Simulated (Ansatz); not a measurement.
Crystal: CoO.

```
Co O
1.0
     1.60222    0.92504    2.56647
    -1.60222    0.92504    2.56647
     0.00000   -1.85008    2.56647
Co O
1 1
Cartesian
  0.0000 0.0000 7.6915
  0.0000 0.0000 5.7824
```

Measurements of this composition are mostly on another form, of space group No. 225.

Alike in all runs: program Ansatz 0.2.0; functional PBEsol; potentials or basis Ansatz PAW; cutoff 420 eV (not typed: the program's choice for these potentials); k mesh 10 × 10 × 10; occupations fermi-dirac, width 0.05 eV.

The same cell was started in several ways:

```tsv
start	free energy over the lowest (meV/atom)	net moment (μB)	site or absolute moments (μB)	gap
collinear spin, random start of up to 1.71 μB	0.0	2.79	Co +2.22; O +0.32	none (metal or under the smearing width)
collinear spin, ferromagnetic start of up to 3.5 μB	0.0	2.79	Co +2.22; O +0.32	none (metal or under the smearing width)
collinear spin, ferromagnetic start of up to 2 μB	0.0	2.79	Co +2.22; O +0.32	none (metal or under the smearing width)
no spin polarisation	159.1	-	-	none (metal or under the smearing width)
```

Allowing spin polarisation gains 159 meV/atom. A still lower state may exist.

Caveats: semilocal functionals often make such compounds metallic where correlation or magnetic order opens a gap, which also shifts bond lengths; a cell with one magnetic atom can't hold antiferromagnetic order, which such compounds often take (some runs); an odd number of electrons without spin polarisation forces a metal (some runs); a magnetic or distorted state may lie lower (some runs).
